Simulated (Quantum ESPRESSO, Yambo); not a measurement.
# Quasiparticle gap of BP (F-43m) in Yambo, part 3 of 3

Aim: the G0W0 gap of BP (F-43m) on PBE, step by step.

Quantum ESPRESSO 7.5 and Yambo 5.3.0; PBE and many-body steps on it, plane waves. Known limits of the many-body steps: not at the basis limit.

So far. Step 3 (Bands along the symmetry lines): The gap is 1.260 eV, −0.021 eV from the run before at this level. Step 4 (Empty states on the mesh, 8×8×8 mesh, 101 bands): On this mesh the gap is 1.281 eV.

## (6) Screening and self-energy, 8×8×8 mesh, 101 bands, screening to 210.9 eV

G0W0 replaces the xc potential by the self-energy, built once from these orbitals. Only a window of levels is corrected, while the sums run over the empty bands that the input names.

This step: G0W0 on PBE, plane waves, norm-conserving pseudopotentials.

gw1.in reads:

```
HF_and_locXC
gw0
dyson
ppa
em1d
rim_cut
RandQpts= 1000000
RandGvec= 1 RL
EXXRLvcs= 68 Ry
VXCRLvcs= 272 Ry
Chimod= "HARTREE"
% BndsRnXp
 1 | 101 |
%
NGsBlkXp= 15.5 Ry
% LongDrXp
 1 | 1 | 1 |
%
% GbndRnge
 1 | 101 |
%
DysSolver= "n"
ExtendOut
PPAPntXp= 27.21138 eV
% QPkrange
 1 | 1 | 3 | 6 |
 18 | 18 | 3 | 6 |
%
```

The run is started by

```
> OMP_NUM_THREADS=1 mpirun -n 4 yambo -F gw1.in -J gw1 -C gw1 > gw1.log
```

Log:

```text
 Yambo, version 5.3.0

 [02] CORE Variables Setup
 =========================

  [... cell, symmetries and grids as in the set-up ...]

  [02.05] Energies & Occupations
  ==============================

  [X] === General ===
  [X] Electronic Temperature                        :  0.000000  0.000000 [eV K]
  [X] Bosonic    Temperature                        :  0.000000  0.000000 [eV K]
  [X] Finite Temperature mode                       : no
  [X] El. density                                   :  0.34242E+24 [cm-3]
  [X] Fermi Level                                   :  9.241273 [eV]

  [X] === Gaps and Widths ===
  [X] Conduction Band Min                           :  1.280512 [eV]
  [X] Valence Band Max                              :  0.000000 [eV]
  [X] Filled Bands                                  :   4
  [X] Empty Bands                                   :    5  101
  [X] Direct Gap                                    :  3.406803 [eV]
  [X] Direct Gap localized at k                     :  1
  [X] Indirect Gap                                  :  1.280512 [eV]
  [X] Indirect Gap between kpts                     :   1  18
  [X] Last valence band width                       :  5.466754 [eV]
  [X] 1st conduction band width                     :  4.052812 [eV]

 [03] Transferred momenta grid and indexing
 ==========================================

 IBZ Q-points                                      :  29
 BZ  Q-points                                      :   512

 K/Q-points units:
 rlu = crystal or reduced units; cc = cartesian coordinates; iku = interal k-units

 Q [ 1]         [rlu]:  0.000000  0.000000  0.000000
 Q [ 2]         [rlu]: -0.53086E-18 -0.53086E-18  0.12500
 Q [ 3]         [rlu]: -0.10617E-17 -0.10617E-17  0.25000
 Q [ 4]         [rlu]: -0.12375E-16 -0.12375E-16  0.37500
 Q [ 5]         [rlu]:  0.21235E-17  0.21235E-17 -0.50000
 Q [ 6]         [rlu]: -0.45253E-17  0.12500      0.12500
 Q [ 7]         [rlu]: -0.74698E-17  0.12500      0.25000
 Q [ 8]         [rlu]: -0.28817E-16  0.12500      0.37500
 Q [ 9]         [rlu]:  0.55886E-16  0.12500      0.50000
 Q [10]         [rlu]:  0.21235E-17  0.12500     -0.37500
     [... 17 further rows ...]
 Q [28]         [rlu]:  0.125000 -0.500000 -0.375000
 Q [29]         [rlu]:  0.250000 -0.500000 -0.250000

 [04] Coloumb potential Random Integration (RIM)
 ===============================================

  [04.01] RIM initialization
  ==========================

  * Diagonal components only detected *

  8 x (sBL volume)        :  0.024583 [a.u.]
  sBZ random points       :  1000000
  Points outside the sBZ  :   7987327
  RL volume               :  1.573293 [a.u.]
  Integrated volume       :  1.575789 [a.u.]

  [04.02] RIM integrals
  =====================

  Gamma point sphere radius             :  0.052742 [a.u.]
  Points outside the sphere             :   799513
  [Int_sBZ(q=0) 1/q^2]*(Vol_sBZ)^(-1/3) =:  7.764325
                                 should be <:  7.795600

  Summary of Coulomb integrals for non-metallic bands |Q|[au] RIM/Bare

  Q [1] 0.100000E-4 0.995988 * Q [2] 0.158631 1.066458
  Q [6] 0.183171 1.065091 * Q [12] 0.259043 1.027253
  Q [7] 0.303755 1.020682 * Q [3] 0.317261 1.018308
  Q [13] 0.366342 1.014848 * Q [11] 0.399212 1.011996
  Q [22] 0.409583 1.011845 * Q [8] 0.448675 1.010056
  Q [14] 0.475892 1.009230 * Q [4] 0.475892 1.009072
  Q [17] 0.518086 1.007737 * Q [23] 0.541827 1.007391
  Q [10] 0.549513 1.007001 * Q [18] 0.549513 1.007295
  Q [25] 0.579237 1.006689 * Q [9] 0.600566 1.006310
  Q [15] 0.607509 1.006225 * Q [5] 0.634523 1.005615
  Q [19] 0.654051 1.005597 * Q [16] 0.654051 1.005403
  Q [27] 0.660432 1.005345 * Q [24] 0.685363 1.005053
  Q [26] 0.703481 1.005038 * Q [21] 0.732684 1.004689
  Q [28] 0.755233 1.004511 * Q [20] 0.777128 1.004279
  Q [29] 0.819165 1.004071

 [05] Dipoles
 ============

  [05.01] Setup: observables and procedures
  =========================================

 [06] Dynamic Dielectric Matrix (PPA)
 ====================================

 [WR./gw1//ndb.pp]---------------------------------------------------------------
  Brillouin Zone Q/K grids (IBZ/BZ)                :    29   512    29   512
  RL vectors                                       :  2085 [WF]
  Coulomb cutoff potential                         : none
  Electronic Temperature                           :  0.000000 [K]
  Bosonic    Temperature                           :  0.000000 [K]
  PPA    diel. fun.  energies                      : Perdew, Burke & Ernzerhof(X)+Perdew, Burke & Ernzerhof(C)
  wavefunctions                                    : Perdew, Burke & Ernzerhof(X)+Perdew, Burke & Ernzerhof(C)
  Global Gauge                                     : length
  X matrix size                                    :  181
  X band range                                     :    1  101
  X e/h energy range                               : -1.000000 -1.000000 [eV]
  X Time ordering                                  : R
  X Hxc Kernel                                     : HARTREE
  X Drude frequency                                :  0.000000  0.000000
  X poles                                          :  100.0000 [o/o]
  RL vectors in the sum                            :  2085
  [r,Vnl] included                                 : yes
  Field direction                                  :  0.577350E-5  0.577350E-5  0.577350E-5
  BZ energy Double Grid                            : no
  BZ energy DbGd points                            : 0
  BZ Q point size factor                           : -1.000000
  X Optical Averaged directions                    : none

 [07] Local Exchange-Correlation + Non-Local Fock
 ================================================

 [VXC] Plane waves :  11935
 [EXS] Plane waves :  1471

 QP @ state[ 1 ] K range:  1  1
 QP @ state[ 1 ] b range:   3   6
 QP @ state[ 2 ] K range:  18  18
 QP @ state[ 2 ] b range:   3   6

 [xc] Functional : Perdew, Burke & Ernzerhof(X)+Perdew, Burke & Ernzerhof(C)
 [xc] LIBXC used to calculate xc functional
  PP Number of Atomic Species                      :  2
  NLCC RL compoments                               :  11935
  PP Number of Atomic Species                      :  2
  NLCC RL compoments                               :  11935

 [xc] E_xc :  -2.820910 [Ha]
      E_xc :  -5.641820 [Ry]

  Local XC kind (lXC) : Perdew, Burke & Ernzerhof(X)+Perdew, Burke & Ernzerhof(C)
  Non-Local XC kind (nlXC) : Hartree-Fock

  Corrections @ K [1] :  [eV]
 <3|nlXC|3> = -14.90583 -0.21129E-17 <3|lXC|3> = -13.29750  0.24569E-20
 <4|nlXC|4> = -14.90583  0.84515E-18 <4|lXC|4> = -13.29750  0.41681E-20
 <5|nlXC|5> = -7.342911  0.28500E-17 <5|lXC|5> = -12.02603  0.99318E-19
 <6|nlXC|6> = -7.342936  0.53473E-18 <6|lXC|6> = -12.02603 -0.37763E-15

  Corrections @ K [18] :  [eV]
 <3|nlXC|3> = -15.78740  0.12065E-16 <3|lXC|3> = -12.53017 -0.11791E-15
 <4|nlXC|4> = -15.78737 -0.20148E-16 <4|lXC|4> = -12.53017  0.41300E-16
 <5|nlXC|5> = -6.867622 -0.10065E-17 <5|lXC|5> = -11.02522  0.62724E-19
 <6|nlXC|6> = -5.938397  0.82651E-18 <6|lXC|6> = -10.56584  0.70798E-16

 [08] Dyson equation: Newton solver
 ==================================

  [08.01] G0W0 (W PPA)
  ====================

  [  GW  ] Bands range     :    1  101
  [GW/PPA] G damping       :  0.100000 [eV]

  QP @ state[ 1 ] K range:  1  1
  QP @ state[ 1 ] b range:   3   6
  QP @ state[ 2 ] K range:  18  18
  QP @ state[ 2 ] b range:   3   6

   Sc/G bands                                       :    1  101
   Sc/G damping                                     :  0.100000 ev
   Sc bands terminator                              : no
   Sx RL components                                 :  1471

   QP @ state[ 1 ] K range                          :  1  1
   QP @ state[ 1 ] b range                          :   3   6
   QP @ state[ 2 ] K range                          :  18  18
   QP @ state[ 2 ] b range                          :   3   6
   GF energies kind                                 : Perdew, Burke & Ernzerhof(X)+Perdew, Burke & Ernzerhof(C)
   GF WF`s kind                                     : Perdew, Burke & Ernzerhof(X)+Perdew, Burke & Ernzerhof(C)
   Xs energies kind                                 : Perdew, Burke & Ernzerhof(X)+Perdew, Burke & Ernzerhof(C)
   Xs WF`s kind                                     : Perdew, Burke & Ernzerhof(X)+Perdew, Burke & Ernzerhof(C)

 [11] Game Over & Game summary
```

It took 6.5 min on 4 MPI ranks of Arm Neoverse V1, shared host; peak memory 1.6 GiB.

Numbers from this step:

| Quantity | Value |
| --- | --- |
| G0W0 gap on the points computed | 2.026 eV |
| starting gap on the mesh | 1.281 eV |
| k of the valence top | 0, 0, 0 |
| k of the conduction bottom | 0, 0.375, 0.375 |
| least direct G0W0 gap on the computed points | 4.284 eV |
| Z at the valence top | 0.7958 |
| Z at the conduction bottom | 0.8079 |

The gap on the mesh goes from 1.28 eV to 2.03 eV, a correction of +0.75 eV.

Limits: finite bands, cutoff and mesh. v1 is the top filled band, c1 the lowest empty one. Levels before and after the correction, in eV, zero at the valence-band top of each column:

```csv
,conduction bottom,valence top
Kohn-Sham,1.28,0.00
G0W0,2.03,0.00
```

```csv
,level,energy (eV)
Kohn-Sham,Γ v2-v1,0.000
Kohn-Sham,Γ c1-c2,3.407
Kohn-Sham,(0 0.375 0.375) v2-v1,-3.760
Kohn-Sham,(0 0.375 0.375) c1,1.281
Kohn-Sham,(0 0.375 0.375) c2,2.691
G0W0,Γ v2-v1,0.000
G0W0,Γ c1-c2,4.284
G0W0,(0 0.375 0.375) v2-v1,-3.935
G0W0,(0 0.375 0.375) c1,2.026
G0W0,(0 0.375 0.375) c2,3.475
```

## (7) Where the time went

Times are wall times on the hardware named with each run, good to a factor of about two.

```csv
step,time,share,memory (GiB)
ground state,2 s,0 %,0.16
bands along the symmetry lines,1.7 s,0 %,0.05
empty states on the mesh,8.4 s,2 %,0.23
conversion and set-up,2.3 s,1 %,0.24
screening and self-energy,6.5 min,96 %,1.6
```

## (8) Outcome

```json
{
  "PBE gap": "1.26 eV, indirect",
  "G0W0 gap on the mesh": "2.03 eV",
  "G0W0 gap over the zone (rigid shift)": "2.01 eV",
  "GW settings": "8×8×8 mesh, 101 bands, screening to 210.9 eV, Godby-Needs plasmon pole",
  "known limits": "not at the basis limit"
}
```

In words: G0W0 moves the gap on the mesh from 1.28 eV to 2.03 eV (+0.75 eV), with Z of 0.80 and 0.81 at the edges. The mesh misses the band edges by 0.02 eV in all; a rigid shift gives 2.01 eV for the zone. Only 2 of the mesh's irreducible points were corrected, so a valley elsewhere could overtake. The dearest step here is «screening and self-energy». Bands and cutoff are finite, so the gap is not at the basis limit. The miss can reach some tenths of an eV and take either sign; the mesh is an error of its own. In the G0W0 run levels were corrected at 2 k points alone, so a gap called «on the mesh» is the least over those, and an edge elsewhere would be missed.

[Paths, hosts, dates, memory and timing lines, banners, echoed tables and standing remarks are left out of the program output.]

[Logs are printed without paths, hosts, clocks, repeated set-up lines and the standing remarks that a program may print on its own settings, such as how far it seeks lower states.]

[Runs of the session that timed out or met a known fault of the program may be left out.]

[Hosts, paths, dates, database ids (printed as entryN), source tags and the programs' standing remarks are cut or masked in the printed files.]
